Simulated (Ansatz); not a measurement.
# BaO (Fm-3m): from the cell to its phonons, part 2 of 3

Wanted: phonon frequencies of BaO (Fm-3m) and what follows from them.

Ansatz 0.2.0; DFT LDA, scalar-relativistic, plane waves, PAW.

So far. Step 3 (Relaxing to small forces for the phonons): The forces vanish by symmetry and the pressure is -0.006 GPa, within the tolerances set. The cell now holds 20.06 Å³/atom. The relaxed cell has a = 5.434 Å (conventional setting).

The database entry behind the starting cell differs from later determinations by our own check (about 0.7 % short), so it need not match the best structure at ambient conditions.

### 4. Linear response at the zone centre

The zone centre comes first: it holds the modes that light can see, as far as symmetry allows. The response to a homogeneous field gives the Born charges and the dielectric tensor.

Contents of input.yaml:

```yaml
crystal:
  lattice:
    - [0.0, 2.7170090071, 2.7170090071]
    - [2.7170090071, 0.0, 2.7170090071]
    - [2.7170090071, 2.7170090071, 0.0]
  atoms:
    - { symbol: Ba, position: [0.0, 0.0, 0.0] }
    - { symbol: O, position: [0.5, 0.5, 0.5] }
kpoints:
  mp_grid: { grid: [8, 8, 8] }
hamiltonian:
  xc: lda
scf:
  occupations: { method: fixed }
output:
  eigenvalues: true
phonons:
  method: dfpt
  dielectric: true
  rigid_motions: translations
```

Launch:

```sh
$ ansatz run input.yaml --threads 4 --pin off --max-ram 7168MiB --backend cpu --events-out ev --progress --plain --runs-dir out
```

Numbers of over 12 decimals in the logs are rounded to 6 here.

The log of the run:

```text
[...]
Crystal: 2 atoms, lattice volume = 40.115 Å³
Basis set: ecut = 420 eV, 749 PW (Γ), exchange–correlation on 54×54×54 points (8 copies of the dense FFT grid, shifted against one another)
Bands: 12, of which v1, the nominal top of the filled ones, is band 8 counted from 1 (7 counted from 0)
Symmetry: 48 space group operations
k-points: 59 of 512 (irreducible under 8 space group operations, time reversal used)
[...]
SCF iter   1: F=—  HF=-6337.621844 eV  |F-HF|=—  |Δ(HF+E_count)|=         —  Δρ=1.44e-2  dr2=9.01e-2  ethr=1.77e-3  ⟨swp⟩=4.7  Hψ=4194  notcnv=0  defer=104
[...]
SCF iter   8: F=-6337.601580 eV  HF=-6337.601580 eV  |F-HF|=9.09e-13  |Δ(HF+E_count)|=  5.82e-11  Δρ=7.38e-8  dr2=2.21e-12  ethr=1.00e-12  ⟨swp⟩=6.0  Hψ=2980  notcnv=0
SCF 1 converged in 8 iterations: F = -6337.601580 eV  dr2 = 2.21e-12
[...]
DFPT response loops at Γ: preconditioner auto → none (the input reference at scf.mixing.eps_inf says where Resta's filter doesn't serve); β = 0.50; Broyden in place of MSR1
SCF converged after 8 iterations
Free energy (F): -6337.601580 eV
[...]
Internal energy: -6337.601580 eV  (E = F + TS)
E sigma→0 (E₀):  -6337.601580 eV
Fermi energy:    9.014997 eV
[...]
--- Band table (eV; the first three rows and the last of 59) ---
  k-point 0: bands = [... 4 lower, -1.0844, 8.3717, 8.3717, 8.3717, 12.6120, 13.6469, 13.6469, 13.6469]
  k-point 1: bands = [... 4 lower, -1.1050, 8.0343, 8.1710, 8.1710, 13.2287, 13.4451, 13.9282, 13.9282]
  k-point 2: bands = [... 4 lower, -1.1536, 7.4052, 7.7427, 7.7427, 13.2379, 14.7045, 14.7045, 14.8917]
  k-point 58: bands = [... 4 lower, -1.1424, 7.3782, 8.7447, 8.7447, 13.3937, 13.3937, 16.1633, 18.4343]
--- Phonons (Γ-DFPT): 2 representative perturbations + reference, on 59 of 512 k-points (Σ response iterations 6) ---
  k mesh reduced under 8 symmetry operations, with k and −k counted as one. Each operation leaves every solved perturbation unchanged. A smaller set is not considered because the run solves the response to a homogeneous field
  ASR residual: 7.998e-5 → 0.000e0 eV/Å²; symmetrization residual: 7.092e-7 eV/Å²
  ASR residual per site (eV/Å²): 3.37e-6 8.00e-5
  Γ frequencies (cm⁻¹): 0.00 0.00 0.00 85.94 85.94 85.94
  ε∞ (high-frequency dielectric tensor):
        4.280923    -0.000000    -0.000000
        0.000000     4.280923    -0.000000
        0.000000    -0.000000     4.280923
  ε⁰ (static dielectric tensor: ions relaxed, cell fixed):
       95.039032    -0.000000    -0.000000
       -0.000000    95.039032    -0.000000
       -0.000000    -0.000000    95.039032
  ε⁰ − ε∞ (ionic part):
       90.758108    -0.000000    -0.000000
       -0.000000    90.758108     0.000000
       -0.000000     0.000000    90.758108
  softest optical mode at Γ: 85.94 cm⁻¹; the repairs (sum rule, projections) moved no ω² at Γ by more than (1.20 cm⁻¹)²
  Born effective charges Z* (e; rows j = field, columns β = displacement):
    site 0:
         2.79817    0.00000   -0.00000
        -0.00000    2.79817    0.00000
         0.00000   -0.00000    2.79817
    site 1:
        -2.79817   -0.00000    0.00000
         0.00000   -2.79817   -0.00000
         0.00000    0.00000   -2.79817
  Z* charge neutrality: 2.591e-5 e pre-enforcement
  k-mesh period / interband length: 30.7 Å / 1.47 Å = 20.91 at k = (0.0000, 0.0000, 0.0000), direct gap 4.240 eV — 14 or more, which is no proof of convergence
  optical modes at Γ without the LO–TO term, one row a degenerate level:
      ω (cm⁻¹)  modes    IR ((D/Å)²/amu)
         85.94      3            37.8181
  optical modes at Γ + LO–TO along q̂ = [1.0000, 0.0000, 0.0000]:
      ω (cm⁻¹)  modes    IR ((D/Å)²/amu)
         85.94      2            25.2121
        404.91      1            12.6060
  optical modes at Γ + LO–TO along q̂ = [0.0000, 1.0000, 0.0000]:
      ω (cm⁻¹)  modes    IR ((D/Å)²/amu)
         85.94      2            25.2121
        404.91      1            12.6060
  optical modes at Γ + LO–TO along q̂ = [0.0000, 0.0000, 1.0000]:
      ω (cm⁻¹)  modes    IR ((D/Å)²/amu)
         85.94      2            25.2121
        404.91      1            12.6060
```

It took 4.6 s on 4 threads of Arm Neoverse V1, shared host; peak memory 0.3 GiB; 17 s of CPU time.

Numbers from this step:

```
sum-rule residual before enforcement                    : 8.00e-5 eV/Å²
miss of the charge sum rule                             : 2.59e-5 e
point group                                             : m-3m
highest optical mode at the zone centre (no LO-TO term) : 85.94 cm⁻¹
lowest optical zone-centre mode                         : 85.94 cm⁻¹
mean high-frequency dielectric constant                 : 4.281
largest Born charge (third of the trace)                : 2.798 e
mean static dielectric constant                         : 95.04
top of the zone-centre spectrum with the field          : 404.9 cm⁻¹
```

Without the LO-TO term. Patterns of degenerate modes are one choice out of their space. Modes at Γ, with each element's share of the kinetic energy:

```csv
mode,frequency (cm⁻¹),symmetry,Ba %,O %
1,0.0,acoustic,90,10
2,0.0,acoustic,90,10
3,0.0,acoustic,90,10
4,85.9,T1u,10,90
5,85.9,T1u,10,90
6,85.9,T1u,10,90
```

Displacements in mode 5 (85.9 cm⁻¹), the largest set to 1:
```
Ba1  0.00 -0.01 -0.12
O2   0.00  0.05  1.00
```

Optical modes at the zone centre, without and with the macroscopic field of the longitudinal modes; each column is sorted by frequency, so a row need not hold one and the same mode. Modes with and without the field, by row:

```csv
rank among optical modes,no field (cm⁻¹),"q along (1, 0, 0) (cm⁻¹)"
1,85.9,85.9
2,85.9,85.9
3,85.9,404.9
```

Born charge (rows field, columns displacement) (e), principal values of the symmetric part by kind of site:

```csv
atom,atoms with these values,low,middle,high,mean
Ba1,1,2.80,2.80,2.80,2.80
O2,1,-2.80,-2.80,-2.80,-2.80
```

In full for Ba1:

```
2.80 0.00 0.00
0.00 2.80 0.00
0.00 0.00 2.80
```

High-frequency dielectric tensor:

```
4.28 0.00 0.00
0.00 4.28 0.00
0.00 0.00 4.28
```

Static dielectric tensor (ions relaxed, fixed cell):

```
95.04  0.00  0.00
 0.00 95.04  0.00
 0.00  0.00 95.04
```

Transverse modes. Lines of the infrared spectrum (strongest = 100):

```csv
position (cm⁻¹),label,relative intensity
86,T1u,100
```

Before it was imposed, the acoustic sum rule was missed by 8.0e-5 eV/Å² and the charge sum rule by 2.6e-5 e. Small misses are needed for a sound result but don't prove that mesh and cutoff are converged. The lowest optical mode is real, 85.9 cm⁻¹.

### 5. Phonons on a q mesh

Stability and thermal properties need the whole zone. Linear response on a 4×4×4 q mesh gives force constants as far as a supercell of that size would, and the tensors from the zone-centre run are typed in so that the long-range dipole term is interpolated apart.

input.yaml, the sections that differ from step 4:

```yaml
phonons:
  method: dfpt
  qmesh: [4, 4, 4]
  temperatures: { t_max: 1000, t_step: 50 }
  qpath:
    path:
      - [[0.0, 0.0, 0.0], [0.5, 0.0, 0.5], [0.625, 0.25, 0.625]]
      - [[0.375, 0.375, 0.75], [0.0, 0.0, 0.0], [0.5, 0.5, 0.5], [0.5, 0.25, 0.75], [0.5, 0.0, 0.5]]
    npoints: 10
  non_analytic_term:
    high_frequency_dielectric_tensor: [[4.2809, 0.0, 0.0], [0.0, 4.2809, 0.0], [0.0, 0.0, 4.2809]]
    born_effective_charges:
      - { species: Ba, tensor: [[2.7982, 0.0, 0.0], [0.0, 2.7982, 0.0], [0.0, 0.0, 2.7982]] }
      - { species: O, tensor: [[-2.7982, 0.0, 0.0], [0.0, -2.7982, 0.0], [0.0, 0.0, -2.7982]] }
    source: "zone-centre run at this cell"
# crystal, kpoints, hamiltonian, scf, output: as in step 4
```

The log of the run:

```text
[...]
Crystal: 2 atoms, lattice volume = 40.115 Å³
Basis set: ecut = 420 eV, 749 PW (Γ), exchange–correlation on 54×54×54 points (8 copies of the dense FFT grid, shifted against one another)
Bands: 12, of which v1, the nominal top of the filled ones, is band 8 counted from 1 (7 counted from 0)
Symmetry: 48 space group operations
k-points: 29 of 512
[...]
SCF iter   1: F=—  HF=-6337.621841 eV  |F-HF|=—  |Δ(HF+E_count)|=         —  Δρ=1.45e-2  dr2=9.06e-2  ethr=1.77e-3  ⟨swp⟩=4.8  Hψ=2065  notcnv=0  defer=48
[...]
SCF iter   9: F=-6337.601580 eV  HF=-6337.601580 eV  |F-HF|=0.00e0  |Δ(HF+E_count)|=  1.82e-12  Δρ=1.90e-8  dr2=1.40e-13  ethr=1.00e-12  ⟨swp⟩=8.6  Hψ=2643  notcnv=0
SCF 1 converged in 9 iterations: F = -6337.601580 eV  dr2 = 1.40e-13
[...]
NSCF: frozen V_eff on 29 k-points
[...]
DFPT response loops at q = (0, 0, 0) (fractional): preconditioner auto → none (the input reference at scf.mixing.eps_inf says where Resta's filter doesn't serve); β = 0.50; Broyden in place of MSR1
[...]
SCF converged after 9 iterations
Free energy (F): -6337.601580 eV
[...]
Internal energy: -6337.601580 eV  (E = F + TS)
E sigma→0 (E₀):  -6337.601580 eV
Fermi energy:    9.014996 eV
[...]
--- Band table (eV; the first three rows and the last of 29) ---
  k-point 0: bands = [... 4 lower, -1.0844, 8.3717, 8.3717, 8.3717, 12.6120, 13.6469, 13.6469, 13.6469]
  k-point 1: bands = [... 4 lower, -1.1050, 8.0343, 8.1710, 8.1710, 13.2287, 13.4451, 13.9282, 13.9282]
  k-point 2: bands = [... 4 lower, -1.1536, 7.4052, 7.7427, 7.7427, 13.2379, 14.7045, 14.7045, 14.8917]
  k-point 28: bands = [... 4 lower, -1.1424, 7.3782, 8.7447, 8.7447, 13.3937, 13.3937, 16.1633, 18.4343]
--- Phonons (Γ-DFPT): 2 representative perturbations + reference (Σ response iterations 6) ---
  ASR residual: 2.237e-5 → 0.000e0 eV/Å²; symmetrization residual: 5.087e-7 eV/Å²
  ASR residual per site (eV/Å²): 5.64e-7 2.24e-5
  Γ frequencies (cm⁻¹): 0.00 0.00 0.00 85.94 85.94 85.94
--- Phonons (arbitrary-q DFPT): 8 irreducible q on the 4×4×4 mesh ---
  q = [0.0000, 0.0000, 0.0000] (star 1, of the zone-centre solve; hermiticity 2.61e-6, symmetrization 2.17e-12): 0.00 0.00 0.00 85.94 85.94 85.94
  q = [0.0000, 0.0000, 0.2500] (star 8, 2 solved perturbations on 288 of 512 k-point pairs; hermiticity 1.42e-7, symmetrization 2.07e-13): 47.03 47.03 111.49 170.61 170.61 398.46
[...]
q = [0.0000, 0.2500, 0.2500] (star 6, 4 solved perturbations in 528 linear systems a pass and spin channel, the states on 164 of 512 k-point pairs; hermiticity 9.09e-8, symmetrization 8.18e-14): 58.31 58.31 114.76 129.16 129.16 337.85
[...]
sum rule: each row above includes the acoustic sum rule's correction from the zone centre's row sums; it moved no ω² by more than (0.62 cm⁻¹)²
  mesh force constants: q→R imaginary residual 9.25e-19; ASR residual 2.237e-5 → 0.000e0 eV/Å²; symmetrization residual 2.665e-15 eV/Å²
  interpolated dispersion: 63 rows × 6 modes
  density of states and harmonic sums: on the 20×20×20 q-mesh, interpolated from the force constants of a 4×4×4 supercell (with the dipole–dipole term of supplied tensors)
  largest difference from the sums on the solved wave vectors: F 8.32e-3 eV, S 1.24e-5 and C_V 3.97e-6 eV/K
  zero-point energy: 0.058811 eV/cell   skipped modes (ω ≤ 0): 3   left out of the sums: 6.25e-5 of the cell's modes: C_V's classical limit lies that fraction below 3 k_B per atom; for a crystal, a wire or a layer, F and S can be off by more, and a phonons.interpolated_qmesh denser along its periods is the remedy for the sampling
```

Wall time 62 s (4 threads); peak memory 0.81 GiB.

This step gave:

| Quantity | Value |
| --- | --- |
| sum-rule residual before enforcement | 2.24e-5 eV/Å² |
| lowest frequency on the path | 0 cm⁻¹ |
| highest frequency on the path or at a solved wavevector | 404.9 cm⁻¹ |
| mean frequency | 158.1 cm⁻¹ |
| Debye temperature (second moment) | 337 K |
| logarithmic mean frequency | 135.6 cm⁻¹ |
| lowest mode on the q mesh (acoustic modes at Γ apart) | 47.03 cm⁻¹ |
| zero-point energy per atom | 29.41 meV |
| heat capacity at 300 K | 23.49 J/(mol atoms K) |
| vibrational entropy at 300 K | 36.42 J/(mol atoms K) |

Frequencies (cm⁻¹) solved at each irreducible wavevector; negative means imaginary. Frequencies by wavevector, by row:

```csv
q in reciprocal lattice units,star,mode 1,mode 2,mode 3,mode 4,mode 5,mode 6
0 0 0,1,0,0,0,85.9,85.9,85.9
0 0 0.25,8,47,47,111.5,170.6,170.6,398.5
0 0 -0.5,4,61.9,61.9,162.5,221.6,221.6,389.5
0 0.25 0.25,6,58.3,58.3,114.8,129.2,129.2,337.9
0 0.25 -0.5,24,73.8,93.1,138.5,176.9,187.1,304.2
0 0.25 -0.25,12,61.7,92.5,135.4,163.7,207.5,353.8
0 -0.5 -0.5,3,72.2,72.2,118,118,131.6,155.1
0.25 -0.5 -0.25,6,98.4,115.4,115.4,154.9,154.9,263.9
```

Interpolated from a 4×4×4 q mesh, with the LO-TO term (at Γ the limit along the path; where Γ stands inside the path, tables give the limit on arrival). Phonon branches along the path, in cm⁻¹:

```csv
point,branch 1,branch 2,branch 3,branch 4,branch 5,branch 6
Γ,0,0,0,86,86,405
halfway,58,58,115,129,129,338
X,72,72,118,118,132,155
halfway,78,92,131,132,159,172
U,78,116,125,166,168,259
jump to K,78,116,125,166,168,259
halfway,51,71,120,157,189,378
Γ,0,0,0,86,86,405
halfway,47,47,112,171,171,398
L,62,62,162,222,222,390
halfway,73,92,146,192,200,335
W,98,115,115,155,155,264
halfway,90,91,130,138,160,205
X,72,72,118,118,132,155
```

The phonon branches as a text plot (rows in cm⁻¹):

```
    396 |****                    *****************
    380 |                       *                 **
    363 |    **                *                    *
    346 |      *             **                      *
    329 |                   *                         *
    312 |                                              *
    295 |       *          *                            *
    278 |
    261 |        *        *                              ***
    245 |                *                                  *
    228 |                                       ***          *
    211 |         **    *    ***              **   ***
    194 |                  **   *            *       ***
    177 |           *  *                    *          **     *
    160 |            *************             ******    ********
    143 |               *   ***  ***       *  *      ***    ** *
    127 |   ****************   ** **      *  *          ** ******
    110 |  *   *     *  *****    *  *    *  *           *****
     93 |**  **        *     **      ****  *          ** ******
     76 |   *    ************  ** **      *        ******      **
     59 |  *   **            *****  *        ********
     42 |   ***                  ***     ****
     25 | **                        **  **
      8 |**                          ****
         Γ           X  U|K            Γ         L        W     X
```

The phonon density of states has structure finer than the step of the table below, so its rows give means over 20 cm⁻¹, whole bins alone (the curve runs from 2.5 to 408 cm⁻¹). Peaks (cm⁻¹: height): 77.5: 0.0515, 132.5: 0.0623.

Tetrahedra on a 20×20×20 mesh, mean over bins of 5 cm-1. Interpolated from a 4×4×4 q mesh. Table of phonon density of states by wavenumber; means over each step:

wavenumber (cm⁻¹), phonon density of states (1/cm⁻¹/cell) and a bar:
```
       20     0.0011 
       40     0.0076 #####
       60     0.0320 #######################
       80     0.0408 ##############################
      100     0.0210 ###############
      120     0.0222 ################
      140     0.0404 ##############################
      160     0.0331 ########################
      180     0.0253 ##################
      200     0.0218 ################
      220     0.0081 #####
      240     0.0020 #
      260     0.0033 ##
      280     0.0044 ###
      300     0.0050 ###
      320     0.0057 ###
      340     0.0065 ####
      360     0.0075 #####
      380     0.0084 ######
```

The partial phonon density of states has structure finer than the step of the table below, so its rows give means over 10 cm⁻¹, whole bins alone (the curve runs from -10 to 427 cm⁻¹). Peaks (cm⁻¹: height): Ba 75.1: 0.0478, 132.8: 0.0432; O 165.7: 0.0354, 366.2: 0.00879.

Phonopy on the run's constants, 19x19x19 mesh, Gaussian sigma 3.1 cm-1. Interpolated from a 4×4×4 q mesh. The partial phonon density of states by wavenumber; means over each step; values in 1/cm⁻¹/cell:

```csv
wavenumber (cm⁻¹),Ba,O
0,3.5e-5,2.7e-6
10,1.9e-4,1.5e-5
20,9.3e-4,5.8e-5
30,0.00293,1.1e-4
40,0.00703,1.4e-4
50,0.0154,2.1e-4
60,0.0322,3.1e-4
70,0.0454,8.1e-4
80,0.0412,0.00111
90,0.0264,8.1e-4
100,0.0195,0.00108
110,0.0150,0.00149
120,0.0138,0.00428
130,0.0354,0.0107
140,0.0249,0.0139
150,0.0117,0.0189
160,0.00449,0.0293
170,5.3e-4,0.0312
180,1.4e-4,0.0232
190,1.1e-4,0.0224
200,6.9e-5,0.0222
210,4.8e-5,0.0185
220,3.4e-5,0.00748
230,5.4e-5,0.00225
240,3.5e-5,0.00186
250,4.5e-5,0.00221
260,5.2e-5,0.00324
270,5.6e-5,0.00434
280,5.7e-5,0.00383
290,6.6e-5,0.00484
300,6.6e-5,0.00462
310,9.1e-5,0.00568
320,8.3e-5,0.00483
330,1.2e-4,0.00662
340,1.3e-4,0.00581
350,1.6e-4,0.00715
360,2.0e-4,0.00685
370,2.6e-4,0.00775
380,3.2e-4,0.00823
390,4.0e-4,0.00740
400,3.4e-4,0.00390
410,3.8e-5,3.7e-4
420,0,3.0e-7
```

Second derivatives of the energy by pair, one row for each kind of neighbour of each atom listed. Each entry sums the pair over the periodic images of the supercell that the q mesh stands for, and in a polar crystal it holds the long-range dipole part too. Force constants by pair, by row:

```csv
atom,neighbour,distance (Å),third of the trace (eV/Å²),along the pair's line (eV/Å²)
Ba1,itself,0,5.444,–
Ba1,O,2.717,-0.4462,-0.2939
Ba1,Ba,3.842,-0.2127,-1.589
Ba1,O,4.706,0.0052,0.4257
Ba1,Ba,5.434,-0.0942,-0.4949
Ba1,O,6.075,0.0471,0.2981
Ba1,Ba,6.655,-0.0402,-0.2067
O2,itself,0,3.201,–
O2,Ba,2.717,-0.4462,-0.2939
O2,O,3.842,0.0666,-0.6144
O2,Ba,4.706,0.0052,0.4257
O2,O,5.434,-0.3367,-0.9493
O2,Ba,6.075,0.0471,0.2981
O2,O,6.655,-0.0212,-0.1498
```

Harmonic thermodynamic functions per atom, from the density of states. Interpolated from a 4×4×4 q mesh. Thermodynamic functions, by row:

```csv
T (K),F_vib (meV/atom),S (J/mol-atom/K),C_V (J/mol-atom/K)
0,29.41,0,0
50,28.66,4.673,8.824
100,23.91,13.57,16.69
200,2.3,27.18,21.97
300,-30.93,36.42,23.49
400,-72.39,43.28,24.1
500,-120.1,48.69,24.39
600,-173,53.15,24.56
700,-230.1,56.95,24.66
800,-290.9,60.24,24.72
900,-354.8,63.16,24.77
1000,-421.7,65.77,24.8
```

Harmonic mean-square displacement, third of the trace. Interpolated from a 4×4×4 q mesh. Mean square displacements, by row:

```csv
T (K),Ba1 U_eq (Å²),O2 U_eq (Å²)
0,0.00149,0.00545
100,0.00326,0.00672
300,0.00903,0.01446
600,0.01792,0.02769
```

Symmetry leaves 8 wavevectors to solve. The lowest mode among them, the acoustic zeros apart, lies at q = (0, 0, 0.25) and is real, 47.0 cm⁻¹.

(Continued in part 3 of 3.)

[Logs are printed without paths, hosts, clocks, repeated set-up lines and the standing remarks that a program may print on its own settings, such as how far it seeks lower states.]

[Hosts, paths, dates, database ids (printed as entryN), source tags and the programs' standing remarks are cut or masked in the printed files.]
